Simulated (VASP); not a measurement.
Runs of VASP 6.6.1 on ZrS2. The cell holds a sheet with vacuum, 3 atoms: a = 3.647 Å, b = 3.647 Å, c = 18.900 Å, α = 90.00°, β = 90.00°, γ = 120.00°. The cell was built by a generator and needn't be a form met in nature.

```tsv
task	level	spin	cell	k mesh	cutoff (eV)	dipole correction	grid for exact exchange (PRECFOCK)	exchange at q = 0	screening parameter	gap on the mesh (eV)	largest force (eV/Å)
work function	PBE	off	P-3m1, 72.56 Å³/atom	12 × 12 × 1	520	yes	-	-	-	1.09	0.07
work function	PBE	non-collinear, zero start, SOC	P-3m1, 72.56 Å³/atom	12 × 12 × 1	520	yes	-	-	-	-	0.07
work function	r2SCAN	off	P-3m1, 72.56 Å³/atom	12 × 12 × 1	520	yes	-	-	-	1.42	0.05
work function	PBE0	off	P-3m1, 72.56 Å³/atom	6 × 6 × 1	520	yes	Fast	default	-	(a)	0.16
work function	HSE06	off	P-3m1, 72.56 Å³/atom	6 × 6 × 1	520	yes	Fast	-	0.2 1/A	1.91	0.16
relaxation of cell and atoms	PBE+D3(BJ)	off	relaxed	12 × 12 × 1	600	no	-	-	-	1.09	-
```

Alike in all rows: potentials or basis VASP PAW PBE potentials, release 64 (S, Zr_sv); smearing gaussian 0.03 eV.

Question: Estimate the missing entries.

Answer: (a) 2.59.

Caveats: the PAW data sets were made with another functional, which shifts forces and pressure a little (some runs).

A k mesh can miss the band edges, and rows without SOC leave out spin-orbit coupling on Zr.
